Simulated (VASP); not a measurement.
A run of VASP 6.6.1 is set up as follows.

INCAR

```
SYSTEM = ZnS
PREC = Accurate ; ENCUT = 600
EDIFF = 1E-7 ; ISMEAR = 0
SIGMA = 0.03 ; LREAL = .False.
LASPH = .True. ; NELM = 80
ALGO = Normal ; ISIF = 3
LWAVE = .False. ; LCHARG = .False.
GGA = PS ; IBRION = 2
NSW = 90 ; EDIFFG = -0.005
```

The input KPOINTS:

```
Automatic mesh
0
Gamma
  10 10 10
  0 0 0
```

The input POSCAR:

```
ZnS                                     
1.0
    0.0000000000      2.6803314388      2.6803314388
    2.6803314388     -0.0000000000      2.6803314388
    2.6803314388      2.6803314388      0.0000000000
  Zn              S             
     1     1
Direct
     0.2500000000000000    0.2500000000000000    0.2500000000000000
     0.0000000000000000    0.0000000000000000    0.0000000000000000
```

Potentials or basis: VASP PAW PBE potentials, release 64 (Zn, S).

Run with:

```bash
$ cat potpaw_PBE.64/Zn/POTCAR potpaw_PBE.64/S/POTCAR > POTCAR
$ mpirun -np 1 vasp_std > vasp.out
```

Q: Estimate the band gap on the k mesh.

A: 2.08 eV, direct.

Final structure:
```
Zn S
1.0
     0.00000    2.68033    2.68033
     2.68033    0.00000    2.68033
     2.68033    2.68033    0.00000
Zn S
1 1
Direct
  0.25000 0.25000 0.25000
  0.00000 0.00000 0.00000
```

Caveat: the relaxation stopped at its first step, so nothing moved. Expect the measured gap to be larger: semilocal functionals such as PBEsol lack the derivative discontinuity.
